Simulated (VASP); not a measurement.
# Ba (Im-3m) in VASP: further runs

The runs below take Ba through relaxation of cell and atoms, with PBEsol, LDA, PBE.

Everything below comes from runs of VASP 6.6.1. Logs are shortened: lines on timing, memory, paths and dates and some standing lists are left out, and cuts for length are marked.

**1. The crystal as given**

It takes space group Im-3m (No. 229, cubic). Conventional cell: a = 5.025 Å, b = 5.025 Å, c = 5.025 Å, α = 90.00°, β = 90.00°, γ = 90.00°. Around Ba (site symmetry m-3m) lie 8 Ba at 4.35 Å.

**2. Relaxation of cell and atoms, PBEsol**

Input file INCAR:

```
SYSTEM = Ba
PREC = Accurate
ENCUT = 600
EDIFF = 1E-7
ISMEAR = 0
SIGMA = 0.1
LREAL = .FALSE.
LASPH = .TRUE.
NELM = 80
ALGO = Fast
ISIF = 3
LWAVE = .FALSE.
LCHARG = .FALSE.
GGA = PS
IBRION = 2
NSW = 90
EDIFFG = -0.005
```

Input file KPOINTS:

```
Automatic mesh
0
G
  12 12 12
  0 0 0
```

Input file POSCAR:

```
Ba
1.0
   -2.5125000000      2.5125000000      2.5125000000
    2.5125000000     -2.5125000000      2.5125000000
    2.5125000000      2.5125000000     -2.5125000000
Ba
1
Direct
    0.0000000000      0.0000000000      0.0000000000
```

Potentials or basis: VASP PAW PBE potentials, release 64 (Ba_sv).

Started as:

```console
> cat potpaw_PBE.64/Ba_sv/POTCAR > POTCAR
> mpirun -np 1 vasp_std > vasp.out
```

OUTCAR:

```text
SYSTEM = Ba
   PREC = Accurate
   ENCUT = 600
   EDIFF = 1E-7
   ISMEAR = 0
   LREAL = .FALSE.
   LASPH = .TRUE.
   NELM = 80
   ISIF = 3
   GGA = PS
   IBRION = 2
   NSW = 90
   EDIFFG = -0.005

 ion  position               nearest neighbor table
   1  0.000  0.000  0.000-

  LATTYP: Found a body centered cubic cell.
 ALAT       =     5.0250000000

  Lattice vectors:

 A1 = (  -2.5125000000,   2.5125000000,   2.5125000000)
 A2 = (   2.5125000000,  -2.5125000000,   2.5125000000)
 A3 = (   2.5125000000,   2.5125000000,  -2.5125000000)

Analysis of symmetry for initial positions (statically):
=====================================================================
 Subroutine PRICEL returns:
 Original cell was already a primitive cell.

 Routine SETGRP: Setting up the symmetry group for a
 body centered cubic supercell.

 Subroutine GETGRP returns: Found 48 space group operations
 (whereof 48 operations were pure point group operations)
 out of a pool of 48 trial point group operations.

The static configuration has the point symmetry O_h .

Analysis of symmetry for dynamics (positions and initial velocities):
=====================================================================
 Subroutine PRICEL returns:
 Original cell was already a primitive cell.

 Routine SETGRP: Setting up the symmetry group for a
 body centered cubic supercell.

 Subroutine GETGRP returns: Found 48 space group operations
 (whereof 48 operations were pure point group operations)
 out of a pool of 48 trial point group operations.

The dynamic configuration has the point symmetry O_h .

 Subroutine INISYM returns: Found 48 space group operations
 (whereof 48 operations are pure point group operations),
 and found     1 'primitive' translations

----------------------------------------------------------------------------------------

                                     Primitive cell

  volume of cell :      63.4422

  direct lattice vectors                    reciprocal lattice vectors
    -2.512500000  2.512500000  2.512500000     0.000000000  0.199004975  0.199004975
     2.512500000 -2.512500000  2.512500000     0.199004975  0.000000000  0.199004975
     2.512500000  2.512500000 -2.512500000     0.199004975  0.199004975  0.000000000

[... 104 lines left out ...]
  Thomas-Fermi vector in A             =   2.005218
   LORBIT       =      0    0 simple, 1 ext, 2 COOP (PROOUT), +10 PAW based schemes
   GGA     = PS    functional components
   LHFCALC =     F    Hartree Fock is set to
   AEXX    =    0.0000 exact exchange contribution
   IVDW    =     0    specifies the selected vdW correction
   LEPSILON=     F    determine dielectric tensor
   LRPA    =     F    only Hartree local field effects (RPA)
 conjugate gradient relaxation of ions
 non-spin polarized calculation
 RMM-DIIS sequential band-by-band and
 Gauss-broadening in eV      SIGMA  =   0.10
  energy-cutoff  :      600.00
  volume of cell :       63.44
 maximum number of plane-waves:      2154
   NGX = 17   NGY = 17   NGZ = 17

--------------------------------------- Ionic step        1  -------------------------------------------

 number of electron      10.0000001 magnetization

 Free energy of the ion-electron system (eV)
  ---------------------------------------------------
  ext. energy  EPLUGINS =         0.00000000
  ---------------------------------------------------
  free energy    TOTEN  =        -2.14117667 eV

  energy without entropy =       -2.13485960  energy(sigma->0) =       -2.13801813

------------------------ aborting loop because EDIFF is reached ----------------------------------------

  FORCE on cell =-STRESS in cart. coord.  units (eV):
  Direction    XX          YY          ZZ          XY          YZ          ZX
  --------------------------------------------------------------------------------------
  -------------------------------------------------------------------------------------
  Total       -0.2615025     -0.2615025     -0.2615025      0.0000000      0.0000000     -0.0000000
  in kB       -6.6040170     -6.6040170     -6.6040170      0.0000000      0.0000000     -0.0000000
  external PRESSURE =      -6.6040170 kB  Pullay stress =       0.0000000 kB
[... 86 lines left out ...]
  FREE ENERGIE OF THE ION-ELECTRON SYSTEM (eV)
  ---------------------------------------------------
  free  energy   TOTEN  =        -2.1518730916 eV

  energy  without entropy=       -2.1453991749  energy(sigma->0) =       -2.14863613

[... ionic steps 4 to 8 ...]

--------------------------------------- Ionic step        9  -------------------------------------------

 number of electron       9.9999999 magnetization

------------------------ aborting loop because EDIFF is reached ----------------------------------------
[... 65 lines left out ...]
--------------------------------------- Ionic step       11  -------------------------------------------

 number of electron       9.9999999 magnetization

 Free energy of the ion-electron system (eV)
  ---------------------------------------------------
  ext. energy  EPLUGINS =         0.00000000
  ---------------------------------------------------
  free energy    TOTEN  =        -2.15189876 eV

  energy without entropy =       -2.14543727  energy(sigma->0) =       -2.14866802

 E-fermi :   1.7773     XC(G=0):  -7.7470

 val. band max:        1.7561809188   @ k =  -0.3333   0.3333   0.3333
 cond. band min:       1.7994574495   @ k =  -0.4167  -0.4167   0.1667
 fundamental gap:      0.0432765307
 Fermi energy:         1.7772554012

 k-point     1 :       0.0000    0.0000    0.0000
  band No.  band energies     occupation
      1     -26.9583      2.00000
      2     -11.8420      2.00000
      3     -11.8420      2.00000
      4     -11.8420      2.00000
      5      -1.0216      2.00000
      6       3.6716      0.00000
      7       3.6716      0.00000
      8       3.6716      0.00000
      9       5.2090      0.00000
[... 265 lines left out ...]
 k-point    24 :       0.4167    0.0833    0.0833
  band No.  band energies     occupation
      1     -26.8971      2.00000
      2     -12.3905      2.00000
      3     -12.0567      2.00000
      4     -11.8864      2.00000
      5       1.1242      2.00000
      6       2.3626      0.00000
      7       3.0731      0.00000
      8       5.3316      0.00000
      9       5.8484      0.00000

 [... further k-points ...]
[... 5 lines left out ...]
  --------------------------------------------------------------------------------------
  -------------------------------------------------------------------------------------
  Total       -0.0047255     -0.0047255     -0.0047255     -0.0000000      0.0000000     -0.0000000
  in kB       -0.1292539     -0.1292539     -0.1292539     -0.0000000      0.0000000     -0.0000000
  external PRESSURE =      -0.1292539 kB  Pullay stress =       0.0000000 kB
[... 16 lines left out ...]
  FREE ENERGIE OF THE ION-ELECTRON SYSTEM (eV)
  ---------------------------------------------------
  free  energy   TOTEN  =        -2.1518987632 eV

  energy  without entropy=       -2.1454372701  energy(sigma->0) =       -2.14866802

 reached required accuracy - stopping structural energy minimisation
```

OSZICAR:

```text
N       E                     dE             d eps       ncg     rms          rms(c)
DAV:   1     0.638888801636E+02    0.63889E+02   -0.46875E+03  1296   0.103E+03
DAV:   2     0.605168103752E+00   -0.63284E+02   -0.62282E+02  1612   0.155E+02
DAV:   3    -0.206941527809E+01   -0.26746E+01   -0.26627E+01  1572   0.391E+01
[... 83 lines left out ...]
RMM:   2    -0.215189854197E+01    0.61496E-07   -0.58971E-08   655   0.243E-03
  10 F= -.21518985E+01 E0= -.21486677E+01  d E =-.293175E-06
       N       E                     dE             d eps       ncg     rms          rms(c)
DAV:   1    -0.215189899726E+01   -0.39379E-06   -0.48632E-06  1320   0.182E-02    0.188E-03
RMM:   2    -0.215189880028E+01    0.19698E-06   -0.23059E-07   728   0.475E-03    0.872E-04
RMM:   3    -0.215189876324E+01    0.37043E-07   -0.25865E-07   984   0.370E-03
  11 F= -.21518988E+01 E0= -.21486680E+01  d E =-.514437E-06
```

CONTCAR:

```text
Ba
   1.00000000000000
    -2.4465333618584126    2.4465333618584126    2.4465333618584126
     2.4465333618584126   -2.4465333618584126    2.4465333618584126
     2.4465333618584126    2.4465333618584126   -2.4465333618584126
  Ba
     1
Direct
     0.0000000000000000    0.0000000000000000    0.0000000000000000

  0.00000000E+00  0.00000000E+00  0.00000000E+00
```

Wall time 2.8 min (1 thread of AMD EPYC 9R45 (Zen 5), shared host); peak memory 0.21 GiB.

Results:

* Free energy: -2.1519 eV
* Relaxed volume: 58.58 Å³/atom
* Relaxed cell: a = 4.238 Å, b = 4.238 Å, c = 4.238 Å, α = 109.47°, β = 109.47°, γ = 109.47°
* Space group after relaxing (to 0.05 Å): Im-3m (No. 229)
* Energy gained by relaxing: 10.7 meV/atom
* Ionic steps: 11
* Pressure after relaxing: 0.0 GPa
* Band gap on the k mesh: none (metal or under the smearing width)

Step by step:
```csv
step,energy change (eV),largest force (eV/Å),pressure (GPa),volume (Å³)
1,0.0000,0.0000,-0.66,63.44
2,-0.0077,0.0000,-0.37,61.07
3,-0.0107,0.0000,-0.04,58.74
4,-0.0107,0.0000,0.03,58.46
5,-0.0107,0.0000,-0.03,58.59
6,-0.0107,0.0000,-0.02,58.59
7,-0.0107,0.0000,-0.01,58.58
8,-0.0107,0.0000,-0.01,58.58
9,-0.0107,0.0000,-0.02,58.58
10,-0.0107,0.0000,-0.02,58.58
11,-0.0107,0.0000,-0.01,58.58
```

Final structure:
```
Ba
1.0
    -2.44653    2.44653    2.44653
     2.44653   -2.44653    2.44653
     2.44653    2.44653   -2.44653
Ba
1
Direct
  0.00000 0.00000 0.00000
```

Caveat: the PAW data sets were made with another functional, which shifts forces and pressure a little.

**3. Relaxation of cell and atoms, LDA**

INCAR, as its differences from that of step 2:

```diff
@@ -13,3 +13,2 @@
 LCHARG = .FALSE.
-GGA = PS
 IBRION = 2
```

KPOINTS is that of step 2.

POSCAR is that of step 2.

Potentials or basis: VASP PAW LDA potentials, release 64 (Ba_sv).

Started as:

```console
> cat potpaw_LDA.64/Ba_sv/POTCAR > POTCAR
> mpirun -np 1 vasp_std > vasp.out
```

Run time: 2.6 min. Hardware: 1 thread of AMD EPYC 9R45 (Zen 5), shared host; peak memory 0.19 GiB.

The run converged. Its results:

```yaml
Free_energy: -2.2535 eV
Relaxed_volume: 54.09 Å³/atom
Relaxed_cell: a = 4.126 Å, b = 4.126 Å, c = 4.126 Å, α = 109.47°, β = 109.47°, γ = 109.47°
Space_group_after_relaxing_to_0.05_Å: Im-3m (No. 229)
Energy_gained_by_relaxing: 42.3 meV/atom
Ionic_steps: 4
Pressure_after_relaxing: 0.0 GPa
Band_gap_on_the_k_mesh: none (metal or under the smearing width)
```

The path:
```csv
step,energy change (eV),largest force (eV/Å),pressure (GPa),volume (Å³)
1,0.0000,0.0000,-1.30,63.44
2,-0.0303,0.0000,-0.77,58.82
3,-0.0421,0.0000,-0.09,54.60
4,-0.0423,0.0000,-0.01,54.09
```

Final structure:
```
Ba
1.0
    -2.38235    2.38235    2.38235
     2.38235   -2.38235    2.38235
     2.38235    2.38235   -2.38235
Ba
1
Cartesian
  4.7647 0.0000 0.0000
```

Levels at points of the mesh, in eV from the Fermi level:
```csv
k point,band 1,band 2,band 3,band 4,band 5,band 6,band 7,band 8,band 9
"(0.00, 0.00, 0.00)",-28.59,-13.43,-13.43,-13.43,-2.81,1.92,1.92,1.92,3.61
"(0.50, 0.00, 0.00)",-28.50,-14.18,-13.67,-13.44,-1.02,0.60,1.85,3.61,4.28
"(0.50, 0.50, 0.50)",-28.44,-13.94,-13.94,-13.94,-0.77,-0.77,5.17,5.17,5.17
```

Caveat: the volume moved by -15 % from the deposited cell, more than functionals usually miss.

**4. Relaxation of cell and atoms, PBE**

INCAR, as its differences from that of step 3:

```diff
@@ -13,2 +13,3 @@
 LCHARG = .FALSE.
+GGA = PE
 IBRION = 2
```

KPOINTS is that of step 3.

POSCAR is that of step 3.

Potentials or basis: VASP PAW PBE potentials, release 64 (Ba_sv).

Started as:

```console
> cat potpaw_PBE.64/Ba_sv/POTCAR > POTCAR
> mpirun -np 1 vasp_std > vasp.out
```

Wall time 43 s (1 thread of AMD EPYC 9R45 (Zen 5), shared host); peak memory 0.21 GiB.

Results (log left out):

```yaml
Free_energy: -1.9110 eV
Relaxed_volume: 63.53 Å³/atom
Relaxed_cell: a = 4.354 Å, b = 4.354 Å, c = 4.354 Å, α = 109.47°, β = 109.47°, γ = 109.47°
Space_group_after_relaxing_to_0.05_Å: Im-3m (No. 229)
Energy_gained_by_relaxing: 0.0 meV/atom
Ionic_steps: 2
Pressure_after_relaxing: 0.0 GPa
Band_gap_on_the_k_mesh: none (metal or under the smearing width)
```

Final structure:
```yaml
crystal:
  lattice:
    - [-2.51370, 2.51370, 2.51370]
    - [2.51370, -2.51370, 2.51370]
    - [2.51370, 2.51370, -2.51370]
  atoms:
    - { symbol: Ba, position: [0.00000, 0.00000, 0.00000] }
```

Levels at points of the mesh, in eV from the Fermi level:
```csv
k point,band 1,band 2,band 3,band 4,band 5,band 6,band 7,band 8,band 9
"(0.00, 0.00, 0.00)",-28.90,-13.85,-13.85,-13.85,-2.74,1.82,1.82,1.82,3.21
"(0.50, 0.00, 0.00)",-28.85,-14.30,-13.99,-13.85,-0.88,0.70,1.23,3.18,3.76
"(0.50, 0.50, 0.50)",-28.82,-14.16,-14.16,-14.16,-0.53,-0.53,4.32,4.32,4.34
```

The run has no spin-orbit coupling, so splittings on Ba are missing.

**5. The runs side by side**

| level | potentials or basis | gap on the mesh (eV) | pressure (GPa) | relaxed volume (Å³/atom) |
| --- | --- | --- | --- | --- |
| PBEsol | VASP PAW PBE potentials, release 64 (Ba_sv) | none | 0.0 | 58.58 |
| LDA | VASP PAW LDA potentials, release 64 (Ba_sv) | none | 0.0 | 54.09 |
| PBE | VASP PAW PBE potentials, release 64 (Ba_sv) | none | 0.0 | 63.53 |

Alike in all rows: task relaxation of cell and atoms; no spin polarisation; cell relaxed; k mesh 12 × 12 × 12; cutoff (eV) 600; smearing gaussian 0.1 eV.

Caveats: the PAW data sets were made with another functional, which shifts forces and pressure a little (some runs); the volume moved by -15 % from the deposited cell, more than functionals usually miss (some runs).

Absolute energies hang on the potentials; compare differences alone.
